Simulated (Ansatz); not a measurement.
**Zone-centre phonons of InP at 11 GPa: input and output**

Theory: DFT PBEsol, scalar-relativistic, plane waves, PAW in Ansatz.

Launched with:
```bash
ansatz run input.yaml --threads 1 --pin off --max-ram 3072MiB --backend cpu --events-out ev --progress --plain --runs-dir out
```

Input (bare energies are in eV):
```yaml
crystal:
  lattice:
    - [0.0, 2.639214671, 2.639214671]
    - [2.639214671, 0.0, 2.639214671]
    - [2.639214671, 2.639214671, 0.0]
  atoms:
    - { symbol: In, position: [0.0, 0.0, 0.0] }
    - { symbol: P, position: [0.5, 0.5, 0.5] }
basis:
  ecutwfc: 420
kpoints:
  mp_grid: { grid: [14, 14, 14] }
hamiltonian:
  xc: pbesol
scf:
  occupations: { method: fermi_dirac, width: 0.15 }
output:
  eigenvalues: true
phonons:
  method: dfpt
  eigenvectors: true
```

Results section of the output:
```
--- Phonons (Γ-DFPT): 2 representative perturbations + reference, on 244 of 2744 k-points (Σ response iterations 6) ---
  k mesh reduced under 8 symmetry operations, with k and −k counted as one. Each operation leaves every solved perturbation unchanged. A smaller set is not used because it would not reduce the number of displacements ...
  ASR residual: 1.706e-5 → 0.000e0 eV/Å²; symmetrization residual: 1.009e-5 eV/Å²
  ASR residual per site (eV/Å²): 1.17e-6 1.71e-5
  Γ frequencies (cm⁻¹): 0.00 0.00 0.00 229.51 229.51 229.51
  non-analytic LO–TO correction: not included (Born effective charges unavailable; polar crystals: no LO–TO splitting at Γ)
```

Time: 31 s on 1 thread of Intel(R) Xeon(R) Platinum 8488C (Sapphire Rapids), with other jobs on the host, peak memory 0.73 GiB.

In a metal, frequencies and elastic constants depend on the k mesh and the smearing, soft modes and shear constants most. Other phases may be more stable at this pressure.

This rock-salt form isn't the usual stable structure of the compound at low pressure.